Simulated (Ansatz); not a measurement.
# CuAu (R-3m) in Ansatz: a series of runs

Runs on CuAu. Level: LDA. Tasks: single point, equation of state.

Program: Ansatz 0.2.0. These are calculated values, not measurements. Logs are shortened: lines on timing, memory, paths and dates and some standing lists are left out, and cuts for length are marked.

### 1 The crystal as given

It takes space group R-3m (No. 166, trigonal). The conventional cell has a = 2.886 Å, b = 2.886 Å, c = 12.769 Å, α = 90.00°, β = 90.00°, γ = 120.00°. Au (site symmetry -3m) is surrounded by 6 Cu at 2.70 Å and 6 Au at 2.89 Å. Cu (site symmetry -3m) is surrounded by 6 Au at 2.70 Å and 6 Cu at 2.89 Å.

The cell comes from a database or a generator and needn't be the stable form of this composition.

### 2 Single point, LDA, 14.43 Å³/atom (volume scaled by 0.94)

Contents of input.yaml:

```yaml
crystal:
  lattice:
    - [1.4135984423, 0.8161414412, 4.1692857537]
    - [-1.4135984423, 0.8161414412, 4.1692857537]
    - [0.0, -1.6322828824, 4.1692857537]
  atoms:
    - { symbol: Au, position: [0.0, 0.0, 0.0] }
    - { symbol: Cu, position: [0.5, 0.5, 0.5] }
hamiltonian:
  xc: lda
  pseudopotentials: { kind: paw }
kpoints:
  mp_grid: { grid: [11, 11, 11] }
scf:
  occupations: { method: fermi_dirac, width: 0.05 }
output:
  forces: true
  stress: true
  eigenvalues: true
```

Potentials or basis: Ansatz PAW.

The run is started by

```console
ansatz run input.yaml --threads 2 --pin off --max-ram 5632MiB --backend cpu --events-out ev --progress --plain --runs-dir out
```

Output:

```text
Warning: RAYON_NUM_THREADS=2 ignored (pool sized by the plan → 2); use --threads N
basis.fft_grid_basis auto: the FFT boxes are laid along the combinations [[1, 0, -1], [0, 1, -1], [0, 0, 1]] of the cell's own vectors, 2.827, 2.827 and 4.477 Å long. The dense box has 20×20×30 points. Along the cell's own vectors, as sized, it would have 30×30×30, 2.25 times as many. Of the 12 symmetry operations that the crystal satisfies within crystal.symmetry.tolerance (time reversal apart; of a slab, those that keep its plane) the dense box along the cell's own vectors carries 12, and the one as laid loses 8 of those. basis.fft_grid_basis: typed keeps the cell's own vectors: state it where this run's energies or levels are differenced outside the engine with another run's, or held beside a run that keeps those vectors.
Engine: ansatz 0.2.0, x86_64-unknown-linux-gnu
Pseudopotentials: kind: paw
Pseudopotential: Au, paw, valence charge 19, recommended cutoff 420 eV (normal), Au.paw.azcp
Pseudopotential: Cu, paw, valence charge 19, recommended cutoff 420 eV (normal), Cu.paw.azcp
Functional definition: SPW92
  exchange = slater_x
  correlation = pw_c
Crystal: 2 atoms, lattice volume = 28.861 Å³
Basis set: ecut = 420 eV, 553 PW (Γ), FFT grids on a1−a3, a2−a3, a3
Bands: 23, of which v1, the nominal top of the filled ones, is band 19 counted from 1 (18 counted from 0)
Symmetry: 12 space group operations
Space group: R-3m (ITA 166), of the structure as read, at distance tolerance 3.1e-5 Å
k-points: 146 of 1331
Non-local potential: Au, projectors of the file, l = 0: 3, l = 1: 2, l = 2: 2, l = 3: 1
Non-local potential: Cu, projectors of the file, l = 0: 3, l = 1: 2, l = 2: 3, l = 3: 1
PAW form: soft (Blöchl's): semilocal exchange-correlation on the pseudo side does not see the compensation charge
PAW frozen core: Au, regenerated for the run's functional, and the local potential with it (the file was generated under x = pbe(κ = 0.804, μ = 0.2195149727645171), c = pbe(β = 0.06672455060314922))
PAW frozen core: Cu, regenerated for the run's functional, and the local potential with it (the file was generated under x = pbe(κ = 0.804, μ = 0.2195149727645171), c = pbe(β = 0.06672455060314922))
PAW one-centre angular grid: Au, 590 points (default); XC on 64 Gauss nodes
PAW one-centre angular grid: Cu, 590 points (default); XC on 64 Gauss nodes
Initial density: superposition of atomic densities (neutral atoms: chi_scale 0, normalization atom), corrected by the library's trained network
Initial wavefunctions: pseudopotential atomic-orbital guess
Functional: x = slater, c = lda
SCF iter   1: F=—  HF=-19420.613063 eV  |F-HF|=—  |Δ(HF+E_count)|=         —  Δρ=2.09e-2  dr2=6.52e-2  ethr=1.77e-3  ⟨swp⟩=5.6  Hψ=12991  notcnv=0
preconditioner: auto → Kerker (q_TF=auto, 2.856 Å⁻¹)  [metal: Δε(μ)=0.035 eV  Ē_g=10.760 eV  σ=0.050 eV  W_gap=0.17  n_scr=14 (ndim 8)  ℏωp=32.4 eV  f_vac=0.000  D(μ)=0.99/eV (n_scr^D=2)]
SCF iter   2: F=—  HF=-19420.601317 eV  |F-HF|=—  |Δ(HF+E_count)|=   1.17e-2  Δρ=3.41e-3  dr2=1.65e-3  ethr=1.72e-4  ⟨swp⟩=2.0  Hψ=5917  notcnv=0  defer=5
SCF iter   3: F=—  HF=-19420.600564 eV  |F-HF|=—  |Δ(HF+E_count)|=   7.52e-4  Δρ=2.61e-3  dr2=1.10e-3  ethr=4.34e-6  ⟨swp⟩=2.3  Hψ=5448  notcnv=0  defer=5
SCF iter   4: F=—  HF=-19420.600190 eV  |F-HF|=—  |Δ(HF+E_count)|=   3.74e-4  Δρ=2.24e-4  dr2=2.87e-5  ethr=2.91e-6  ⟨swp⟩=2.8  Hψ=5062  notcnv=0  defer=5
SCF iter   5: F=—  HF=-19420.600213 eV  |F-HF|=—  |Δ(HF+E_count)|=   2.28e-5  Δρ=9.09e-5  dr2=4.62e-6  ethr=7.55e-8  ⟨swp⟩=2.0  Hψ=4582  notcnv=0  defer=5
SCF iter   6: F=—  HF=-19420.600212 eV  |F-HF|=—  |Δ(HF+E_count)|=   1.51e-6  Δρ=3.26e-5  dr2=6.28e-7  ethr=1.22e-8  ⟨swp⟩=2.3  Hψ=4996  notcnv=0  defer=5
SCF iter   7: F=—  HF=-19420.600211 eV  |F-HF|=—  |Δ(HF+E_count)|=   1.51e-7  Δρ=1.61e-5  dr2=1.42e-7  ethr=2.63e-10  ⟨swp⟩=5.0  Hψ=13978  notcnv=0
SCF iter   8: F=-19420.600211 eV  HF=-19420.600211 eV  |F-HF|=1.83e-9  |Δ(HF+E_count)|=   3.01e-8  Δρ=2.97e-6  dr2=1.79e-9  ethr=2.63e-10  ⟨swp⟩=4.5  Hψ=11310  notcnv=0
SCF 1 converged in 8 iterations: F = -19420.600211 eV  dr2 = 1.79e-9
SCF converged after 8 iterations
Free energy (F): -19420.600211 eV
Harris-Foulkes:  -19420.600211 eV  (|F-HF|=1.83e-9)
Internal energy: -19420.592382 eV  (E = F + TS)
E sigma→0 (E₀):  -19420.596297 eV
Entropy (-TS):   -0.007830 eV (-3.915 meV/atom)
Fermi energy:    18.894646 eV
--- Per-component energies (eV) ---
  E_band       = -562.934106
  E_kinetic    = 905.914016
  E_local      = -5890.712630  (includes V_loc(G=0)·N_el)
  E_nonlocal   = 478.755979
  E_hartree    = 2579.496755
  E_xc         = -315.878516
  E_vxc        = -390.654879  (∫ρ·V_xc dr)
  E_paw        = -11019.860202  (= ΣΔE_a)
  E_vpaw       = -825.235128  (= ΣTr[D̂ρ^β])
  E_aug_tail   = 0.001456  (compensation charges beyond the density's cutoff)
  E_ewald      = -6159.281617
  E_core_change = 0.972378  (= ΣΔE_core)
  E_smearing   = -0.007830  (= −TS)
  E_closure    = 0.000000  (closes the sum)
  Σ components = -19420.600211   (vs F -19420.600211, Δ=0.00e0)
--- Forces (eV/Å), atoms counted from 1 ---
  atom   1  Au     0.00000000     0.00000000     0.00000000
  atom   2  Cu    -0.00000000     0.00000000     0.00000000
  max |Σ_I F_I| component: 1.01e-28 eV/Å
--- Stress (GPa, compression-positive) ---
       -4.982403       0.000000       0.000000
       -0.000000      -4.982403      -0.000000
       -0.000000      -0.000000      -3.313849
  P = ⅓ Tr σ = -4.4262 GPa (-44.262 kbar)
--- Band table (eV; the first three rows and the last of 146) ---
  k-point 0: bands = ["-92.6996", "-87.1961", "-50.5449", "-50.5064", "-50.5064", "-38.5429", "-38.3973", "-38.3973", "8.7973", "11.9685", "13.7990", "13.7990", "14.8883", "14.8883", "15.9548", "16.5403", "16.5403", "17.2518", "17.2518", "18.5704", "23.7875", "33.4089", "35.1907"]
  k-point 1: bands = ["-92.6995", "-87.1953", "-50.5446", "-50.5084", "-50.5069", "-38.5409", "-38.4144", "-38.4016", "9.0666", "12.1268", "13.6906", "13.9702", "14.6732", "14.9020", "15.9894", "16.4875", "16.5714", "16.7005", "17.1999", "19.4489", "23.8965", "33.1809", "34.0547"]
  k-point 2: bands = ["-92.6990", "-87.1929", "-50.5439", "-50.5136", "-50.5083", "-38.5357", "-38.4603", "-38.4131", "9.8276", "12.5153", "13.4983", "14.1285", "14.4375", "14.9527", "15.9954", "16.1756", "16.4301", "16.6606", "17.0635", "20.7731", "24.3744", "30.1990", "33.9864"]
  k-point 145: bands = ["-92.6995", "-87.1953", "-50.5442", "-50.5084", "-50.5069", "-38.5426", "-38.4145", "-38.4017", "10.3626", "12.3698", "13.8132", "13.8876", "14.1490", "15.2261", "15.4473", "16.1398", "16.2068", "16.2151", "16.6247", "16.7762", "31.7429", "33.0884", "34.0099"]
```

Run time: 12 s. Hardware: 2 threads of AMD EPYC (Zen 3), shared host; peak memory 0.39 GiB.

Results:

```yaml
Free_energy: -19420.6002 eV
Pressure: -4.4 GPa
Band_gap_on_the_k_mesh: none (metal or under the smearing width)
```

Caveat: the PAW data sets come from PBE, with cores solved anew for the run's functional, which leaves a small shift of forces and pressure.

### 3 Single point, LDA, 14.74 Å³/atom (volume scaled by 0.96)

Edit input.yaml of step 2 so:

```diff
@@ -2,5 +2,5 @@
   lattice:
-    - [1.4135984423, 0.8161414412, 4.1692857537]
-    - [-1.4135984423, 0.8161414412, 4.1692857537]
-    - [0.0, -1.6322828824, 4.1692857537]
+    - [1.4235536889, 0.8218891055, 4.1986478884]
+    - [-1.4235536889, 0.8218891055, 4.1986478884]
+    - [0.0, -1.643778211, 4.1986478884]
   atoms:
```

Potentials or basis: Ansatz PAW.

The run is started by

```console
ansatz run input.yaml --threads 2 --pin off --max-ram 5632MiB --backend cpu --events-out ev --progress --plain --runs-dir out
```

Run time: 11 s. Hardware: 2 threads of AMD EPYC (Zen 3), shared host; peak memory 0.39 GiB.

The run converged. Its results:

```yaml
Free_energy: -19420.5770 eV
Pressure: -7.6 GPa
Band_gap_on_the_k_mesh: none (metal or under the smearing width)
```

Caveat: the PAW data sets come from PBE, with cores solved anew for the run's functional, which leaves a small shift of forces and pressure.

### 4 Single point, LDA, 15.04 Å³/atom (volume scaled by 0.98)

Edit input.yaml of step 3 so:

```diff
@@ -2,5 +2,5 @@
   lattice:
-    - [1.4235536889, 0.8218891055, 4.1986478884]
-    - [-1.4235536889, 0.8218891055, 4.1986478884]
-    - [0.0, -1.643778211, 4.1986478884]
+    - [1.4333716108, 0.8275574853, 4.2276049958]
+    - [-1.4333716108, 0.8275574853, 4.2276049958]
+    - [0.0, -1.6551149707, 4.2276049958]
   atoms:
```

The run is started by

```console
ansatz run input.yaml --threads 2 --pin off --max-ram 5632MiB --backend cpu --events-out ev --progress --plain --runs-dir out
```

Run time: 11 s. Hardware: 2 threads of AMD EPYC (Zen 3), shared host; peak memory 0.4 GiB.

It converged, with:

```yaml
Free_energy: -19420.5423 eV
Pressure: -10.4 GPa
Band_gap_on_the_k_mesh: none (metal or under the smearing width)
```

Caveat: the PAW data sets come from PBE, with cores solved anew for the run's functional, which leaves a small shift of forces and pressure.

### 5 Single point, LDA, 15.35 Å³/atom

Edit input.yaml of step 4 so:

```diff
@@ -2,5 +2,5 @@
   lattice:
-    - [1.4333716108, 0.8275574853, 4.2276049958]
-    - [-1.4333716108, 0.8275574853, 4.2276049958]
-    - [0.0, -1.6551149707, 4.2276049958]
+    - [1.4430568479, 0.8331492596, 4.2561707609]
+    - [-1.4430568479, 0.8331492596, 4.2561707609]
+    - [0.0, -1.6662985192, 4.2561707609]
   atoms:
@@ -19 +19,5 @@
   eigenvalues: true
+  write_density: true
+  write_potential: true
+  elf: true
+  volumetric_format: npy
```

The run is started by

```console
ansatz run input.yaml --threads 2 --pin off --max-ram 5632MiB --backend cpu --events-out ev --progress --plain --runs-dir out
```

It took 13 s on 2 threads of AMD EPYC (Zen 3), shared host; peak memory 0.4 GiB.

It converged, with:

```yaml
Free_energy: -19420.4978 eV
Pressure: -12.8 GPa
Band_gap_on_the_k_mesh: none (metal or under the smearing width)
```

Caveat: the PAW data sets come from PBE, with cores solved anew for the run's functional, which leaves a small shift of forces and pressure.

### 6 Single point, LDA, 15.66 Å³/atom (volume scaled by 1.02)

Contents of input.yaml:

```yaml
crystal:
  lattice:
    - [1.4526137943, 0.8386669652, 4.2843581437]
    - [-1.4526137943, 0.8386669652, 4.2843581437]
    - [0.0, -1.6773339303, 4.2843581437]
  atoms:
    - { symbol: Au, position: [0.0, 0.0, 0.0] }
    - { symbol: Cu, position: [0.5, 0.5, 0.5] }
hamiltonian:
  xc: lda
  pseudopotentials: { kind: paw }
kpoints:
  mp_grid: { grid: [11, 11, 11] }
scf:
  occupations: { method: fermi_dirac, width: 0.05 }
output:
  forces: true
  stress: true
  eigenvalues: true
```

Potentials or basis: Ansatz PAW.

The run is started by

```console
ansatz run input.yaml --threads 2 --pin off --max-ram 5632MiB --backend cpu --events-out ev --progress --plain --runs-dir out
```

It took 10 s on 2 threads of AMD EPYC (Zen 3), shared host; peak memory 0.4 GiB.

It converged, with:

```yaml
Free_energy: -19420.4447 eV
Pressure: -14.9 GPa
Band_gap_on_the_k_mesh: none (metal or under the smearing width)
```

Caveat: the PAW data sets come from PBE, with cores solved anew for the run's functional, which leaves a small shift of forces and pressure.

### 7 Single point, LDA, 15.97 Å³/atom (volume scaled by 1.04)

Edit input.yaml of step 6 so:

```diff
@@ -2,5 +2,5 @@
   lattice:
-    - [1.4526137943, 0.8386669652, 4.2843581437]
-    - [-1.4526137943, 0.8386669652, 4.2843581437]
-    - [0.0, -1.6773339303, 4.2843581437]
+    - [1.4620466157, 0.8441130071, 4.3121794307]
+    - [-1.4620466157, 0.8441130071, 4.3121794307]
+    - [0.0, -1.6882260143, 4.3121794307]
   atoms:
@@ -19 +19,5 @@
   eigenvalues: true
+  write_density: true
+  write_potential: true
+  elf: true
+  volumetric_format: npy
```

The run is started by

```console
ansatz run input.yaml --threads 2 --pin off --max-ram 5632MiB --backend cpu --events-out ev --progress --plain --runs-dir out
```

Wall time 14 s (2 threads of AMD EPYC (Zen 3), shared host); peak memory 0.41 GiB.

The run converged. Its results:

| Item | Value |
| --- | --- |
| Free energy | -19420.3842 eV |
| Pressure | -16.6 GPa |
| Band gap on the k mesh | none (metal or under the smearing width) |

Caveat: the PAW data sets come from PBE, with cores solved anew for the run's functional, which leaves a small shift of forces and pressure.

### 8 Single point, LDA, 16.27 Å³/atom (volume scaled by 1.06)

Contents of input.yaml:

```yaml
crystal:
  lattice:
    - [1.4713592656, 0.8494896681, 4.3396462822]
    - [-1.4713592656, 0.8494896681, 4.3396462822]
    - [0.0, -1.6989793362, 4.3396462822]
  atoms:
    - { symbol: Au, position: [0.0, 0.0, 0.0] }
    - { symbol: Cu, position: [0.5, 0.5, 0.5] }
hamiltonian:
  xc: lda
  pseudopotentials: { kind: paw }
kpoints:
  mp_grid: { grid: [11, 11, 11] }
scf:
  occupations: { method: fermi_dirac, width: 0.05 }
output:
  forces: true
  stress: true
  eigenvalues: true
```

The run is started by

```console
ansatz run input.yaml --threads 2 --pin off --max-ram 5632MiB --backend cpu --events-out ev --progress --plain --runs-dir out
```

Wall time 12 s (2 threads of AMD EPYC (Zen 3), shared host); peak memory 0.4 GiB.

Results (log left out):

```
Free energy            : -19420.3174 eV
Pressure               : -18.2 GPa
Band gap on the k mesh : none (metal or under the smearing width)
```

Caveat: the PAW data sets come from PBE, with cores solved anew for the run's functional, which leaves a small shift of forces and pressure.

### 9 Equation of state, LDA

Potentials or basis: Ansatz PAW.

This step only gathers the single runs of the series.

Results:

```
Equilibrium volume                        : 14.07 Å³/atom (rough: see the caveat)
Bulk modulus at fixed shape and positions : 186 GPa (rough)
```

Energy against volume, from the lowest point:
```
volume (Å³/atom)  energy (meV/atom)
          14.430               0.00
          14.737              11.61
          15.044              28.94
          15.351              51.21
          15.658              77.75
          15.965             107.99
          16.272             141.40
```

Caveat: the minimum lies outside the volumes run; the cell was scaled at fixed shape and fractional positions, which overstates the stiffness of a crystal with free parameters, most of all of layers and chains.
